The indirect and the direct gap of gallium phosphide involve three energy levels, not four, because both start from the same highest filled level. Whatever a functional does to that level changes both gaps equally. If one gap opens more than the other, the cause must lie in the empty levels. This count tells where to look when the functional is changed and the atoms stay where they are.

The sizes worth remembering are these. LDA and the two gradient-corrected functionals, PBE and PBEsol, give about six to seven tenths of the measured gaps, and r2SCAN gives about eight tenths. TB-mBJ lands within a few per cent. The measured gaps meant here are rough recalled values, 2.3 eV for the indirect and 2.9 eV for the direct gap.

Band gaps of GaP (space group F-43m) from plane-wave PAW DFT with VASP 6.6.1, all in the same PBEsol cell with a cubic edge of 5.437 Å. The runs use an 8 × 8 × 8 k mesh, a plane-wave cutoff of 520 eV and Gaussian smearing of 0.03 eV, without spin polarisation or spin–orbit coupling.

| functional | potentials | gap on path (eV) | direct gap on path (eV) |
| --- | --- | --- | --- |
| LDA | VASP-PAW-LDA-potentials,-recommended | 1.432 | 1.699 |
| PBE | VASP-PAW-PBE-potentials,-recommended | 1.584 | 1.889 |
| PBEsol | VASP-PAW-PBE-potentials,-recommended | 1.453 | 1.812 |
| r2SCAN | VASP-PAW-PBE-potentials,-recommended | 1.844 | 2.411 |
| TB-mBJ | VASP-PAW-PBE-potentials,-recommended | 2.371 | 3.011 |

The column "gap on path" is the smallest energy between any filled and any empty level along the path of wave vectors. The column "direct gap on path" is the smallest such energy when both levels have the same wave vector, as light absorption without help from lattice vibrations requires. In GaP the highest filled level lies at Γ, where the wave vector is zero. The lowest empty level lies close to X, a point on the boundary of the Brillouin zone, the region that holds all distinct wave vectors. The gap is therefore indirect in every row.

**Three levels, two gaps**

Call the highest filled level $\varepsilon_v$, the lowest empty level at Γ $\varepsilon_\Gamma$, and the lowest empty level near X $\varepsilon_X$. Then

$$E_\text{direct}=\varepsilon_\Gamma-\varepsilon_v,\qquad E_\text{indirect}=\varepsilon_X-\varepsilon_v,\qquad E_\text{direct}-E_\text{indirect}=\varepsilon_\Gamma-\varepsilon_X .$$

The filled level has dropped out of the last expression. The difference of the two columns therefore measures the spacing of two empty levels and nothing else.

That spacing is 0.27 to 0.36 eV in LDA, PBE and PBEsol, and about 0.6 eV in r2SCAN and TB-mBJ. So the functionals fall into two groups. The first three have similarly small gaps and a small spacing between the two empty valleys. The last two widen the gaps and also push the valley at Γ further above the valley near X.

**Why the gaps grow at all**

The true gap is the energy to remove an electron less the energy gained by adding one. A band gap is something else, a difference between two levels in a single calculation. In exact density-functional theory with one common potential for all electrons, the two differ by a constant, the derivative discontinuity. It is the jump of that potential when the electron number passes through the value that just fills the valence band.

LDA, PBE and PBEsol have potentials that depend on the density and its gradient, and such potentials make no jump. Adding gradients reshapes the potential somewhat, but filled and empty states still feel the same one. This is the standard reason why these functionals give gaps that are too small, and why moving among them helps little. From LDA to PBE the gaps rise by less than 0.2 eV, while about 0.9 eV of the measured indirect gap is missing in LDA.

r2SCAN also uses the kinetic energy density, which is built from the orbitals themselves. In the calculation this becomes an operator whose effect depends on how rapidly each orbital varies in space, so filled and empty states need no longer be treated alike. Part of the missing jump then appears in the band gap. Theory argues this step; the table shows only the result, an indirect gap 0.26 eV above that of PBE.

TB-mBJ takes another route. It keeps one common potential but shapes it so that the regions where the empty states live are raised against those where the filled states live. Its general constants were chosen with measured gaps in view. Its closeness to experiment is thus largely a design goal reached, and it is no evidence that the method would describe energies or structures well.

**Why r2SCAN opens the direct gap twice as much**

From PBE to r2SCAN the indirect gap grows by 0.26 eV and the direct gap by 0.52 eV. By the count above, the extra half belongs to the empty levels. The question is whether it belongs to the wave vector, Γ, or to the kind of orbital found there.

The levels of the two runs allow a test at Γ itself. The lowest empty level there is single, which by symmetry makes it s-like: an antibonding combination of the s orbitals of gallium and phosphorus. Above it lies a threefold level that is p-like. Counted from the highest filled level, the s-like one rises by 0.52 eV between PBE and r2SCAN, but the p-like one by only 0.30 eV. The wave vector is the same for both, so the kind of orbital matters.

The other valleys fit this reading, though less cleanly, because their states are mixed. At X the lowest empty state is expected to consist largely of gallium p and phosphorus s orbitals, with some gallium s mixed in on the way towards Γ. This valley rises by 0.26 eV, much like the p-like level at Γ. At L, another point on the zone boundary, standard bonding theory gives a mixed state with more gallium s character, and the rise is 0.37 eV. The orbital make-up comes from symmetry and general chemistry here; the calculation did not print it.

It would be tempting to conclude that r2SCAN simply lifts every s orbital. The bottom of the upper valence bands refutes that. The filled s-like level at Γ, far below the gap, sinks by 0.53 eV against the highest filled level, while its antibonding partner rises by nearly as much. r2SCAN stretches the s-like bonding and antibonding levels apart. The sinking is not special to s orbitals, though: the filled gallium d levels go down by about 0.4 eV as well.

Why these s-like levels move more than the p-like one remains open. It may come from the kinetic-energy operator, from the changed local part of the potential, or from both, and the use of PBE potentials with r2SCAN may add a share. The levels alone cannot divide the effect between these sources.

TB-mBJ has a similar spacing between its valleys. Compared with r2SCAN it raises the indirect gap by 0.53 eV and the direct gap by 0.60 eV, which is close to an even lift. No list of separate levels is at hand for this run, so the comparison at Γ cannot be repeated for it.

**The uneven place of PBEsol**

PBEsol has the same form as PBE with a weaker gradient correction. If the strength of that correction were the only thing that changed from LDA to PBE, PBEsol should sit at about the same fraction of the way for both gaps. It doesn't. For the direct gap it has gone six tenths of the way, for the indirect gap little more than one tenth.

The direct gap thus behaves as a weakened PBE would, and the indirect gap does not. One complication is that the LDA run uses potentials made for LDA, whereas the other four runs use potentials made for PBE. The step from LDA therefore changes two things at once. At six tenths of the way, the indirect gap of PBEsol would be about 0.07 eV larger than it is. The change of potentials may account for that, but no LDA run with PBE potentials is at hand to test it, so the uneven place of PBEsol stays unexplained.

**What the shared cell hides**

All five runs use the cell that PBEsol prefers. This makes the comparison clean, because no gap differs on account of bond length. It also means that LDA, PBE and r2SCAN are not at rest. LDA would like a smaller cell and is stretched, with a pressure of −2.09 GPa; PBE would like a larger one and is compressed, at +3.14 GPa.

The direct gap of GaP is sensitive to this. As a rough recalled value, it grows by 0.1 eV for each GPa of compression, because squeezing the bonds pushes the antibonding s-like level up. Letting each functional relax to zero pressure then gives

$$\text{LDA: } 1.699+0.1\times 2.09\approx 1.9\ \text{eV},\qquad \text{PBE: } 1.889-0.1\times 3.14\approx 1.6\ \text{eV}.$$

In the shared cell PBE has the larger direct gap by 0.19 eV. In their own cells LDA would have the larger one, by about 0.3 eV. The estimate takes the pressure coefficient as constant and equal for both functionals, and no relaxed run is available to test it. Its message is nevertheless plain: for the direct gap, the choice of cell matters as much as the choice between LDA and PBE.

There is a second consequence. The valley near X hardly responds to pressure and moves slightly the other way, so the PBE gap that ends there would stay near 1.6 eV. The valley at L, 1.70 eV above the highest filled level in the PBE run, is expected to come down too, though less than the one at Γ. All three valleys would then lie close together. Whether PBE in its own cell still calls GaP an indirect semiconductor is too close to decide by this estimate, although the material certainly is one.

**What to do about it**

Fix the cell before comparing functionals, and say which cell it is. A gap from a relaxed PBE cell and one from a relaxed LDA cell differ for two reasons, the functional and the cell, and for the direct gap of GaP these work against each other. If the question is what the functional does, use one cell. If the question is what the material does, a cell close to the measured one is the sounder choice.

Do not correct both gaps with one constant. Such a correction lifts all empty bands rigidly until the indirect gap is right. Going from PBE to TB-mBJ, such a lift would be 0.79 eV, but the direct gap rises by 1.12 eV. The rigid lift would leave the direct gap, and with it the onset of strong absorption, about 0.3 eV below the TB-mBJ value.

Choose the method by the quantity wanted. For gaps of GaP at a known geometry, TB-mBJ comes closest among these five. It has no energy functional that belongs to its potential, so bond lengths and energies must come from another method. r2SCAN supplies both energies and bands in one scheme, at the price of a gap still about a fifth too small.

Do not read meaning into the last few per cent. The calculations leave out spin–orbit coupling, which would lower every gap here by a few hundredths of an eV, and the motion of the atoms, which lowers the measured gaps further. The small excess of TB-mBJ over experiment is of that size.

For a related semiconductor, begin by asking what kind of orbital forms each conduction valley. If r2SCAN acts there as it does here, an s-like valley will move up more than a p-like one, and the gap that ends in the s-like valley will gain most. Where the two valleys lie close together, a change of functional could then alter which of them is lowest, and so whether the gap is direct.
